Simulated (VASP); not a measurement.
Y:

```
Y
1.0
     3.64740    0.00000    0.00000
    -1.82370    3.15874    0.00000
     0.00000    0.00000    5.73060
Y
2
Direct
  0.66667 0.33333 0.75000
  0.33333 0.66667 0.25000
```

Base run:

- Program: VASP 6.6.1
- Functional: r2SCAN
- Potentials or basis: VASP PAW PBE potentials, release 64 (Y_sv)
- Cutoff: 520 eV
- k mesh: 8 × 8 × 5
- Occupations: fermi-dirac, width 0.05 eV
- Spin: no spin polarisation

Its results: pressure 0.7 GPa.

**Question.** The run is repeated on the same cell with these changes: functional from r2SCAN to RPBE. What comes out?

**Answer.** Pressure 1.3 GPa.

Caveats: the PAW data sets were made with another functional, which shifts forces and pressure a little.
